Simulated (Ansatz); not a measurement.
CdSe (h-MgO type), relaxed with r2SCAN: 3 runs in the PAW code Ansatz, each a calculation of independent-particle optics. Space group P6_3/mmc (No. 194), hexagonal; a = 4.602 Å, c = 6.002 Å in the conventional setting, 27.52 Å³ an atom. Around Cd lie 5 Se at 2.66–3.00 Å; around Se lie 5 Cd at 2.66–3.00 Å. Values at 0 K without nuclear motion; spin polarisation is off, and the phase may be a hypothetical one.

```
CELL_PARAMETERS angstrom
4.60224 0.00000 0.00000
-2.30112 3.98566 0.00000
0.00000 0.00000 6.00162
ATOMIC_POSITIONS crystal
Cd 0.33333 0.66667 0.25000
Cd 0.66667 0.33333 0.75000
Se 0.66667 0.33333 0.25000
Se 0.33333 0.66667 0.75000
```

On meshes this coarse, single peaks can be features of the mesh. No local fields, no excitons; the zone sum runs over the cells of the mesh, and ε∞ includes the bands left out of the spectrum. Up to four peaks are listed, those above 15 % of the tallest and inside the complete range; the four can differ from row to row.

| functional | k mesh | broadening (eV) | scissors (eV) | range (eV) | direct gap on the mesh before scissors (eV) | ε∞ xx | ε∞ yy | ε∞ zz | complete up to (eV) | tallest peaks of mean ε₂ (eV) |
| --- | --- | --- | --- | --- | --- | --- | --- | --- | --- | --- |
| PBE | 6×6×4 | 0.1 | 0.00 | 0–12 | 0.45 | 8.91 | 8.91 | 9.50 | 12.0 | 3.40 4.25 4.85 6.25 |
| r2SCAN | 6×6×4 | 0.1 | 0.00 | 0–12 | 0.93 | 7.27 | 7.27 | 7.47 | 12.0 | 3.85 4.80 5.35 6.65 |
| PBE | 6×6×4 | 0.1 | 0.92 (to HSE06) | 0–12 | 0.45 | 7.30 | 7.30 | 7.68 | 12.0 | 4.30 5.20 5.75 7.15 |

The fundamental gap is indirect (0.24 eV with PBE on 6×6×4); the table holds the direct one.

The runs are scalar-relativistic, without spin-orbit coupling.
